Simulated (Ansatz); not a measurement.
**NaH in Ansatz: the effect of functional**

Crystal: NaH.

```
Na H
1.0
     0.00000    2.44000    2.44000
     2.44000    0.00000    2.44000
     2.44000    2.44000    0.00000
Na H
1 1
Direct
  0.00000 0.00000 0.00000
  0.50000 0.50000 0.50000
```

Alike in all runs:

| Quantity | Value |
| --- | --- |
| Program | Ansatz 0.2.0 |
| Task | single point |
| Potentials or basis | all-electron PAW datasets made for the crystal |
| k mesh | 6 × 6 × 6 |
| Occupations | fermi-dirac, width 0.05 eV |
| Spin | no spin polarisation |

```csv
functional,cutoff,gap on the mesh (eV),pressure (GPa)
PBEsol,160 eV (chosen from the basis error),3.57,-1.2
HSE06,180 eV (chosen from the basis error),?,?
PBE0,180 eV (chosen from the basis error),5.51,-1.0
```

**Question.** What does the run with functional HSE06 give?

**Answer.** gap on the mesh 4.79 eV; pressure -1.0 GPa.

A k mesh can miss the band edges.
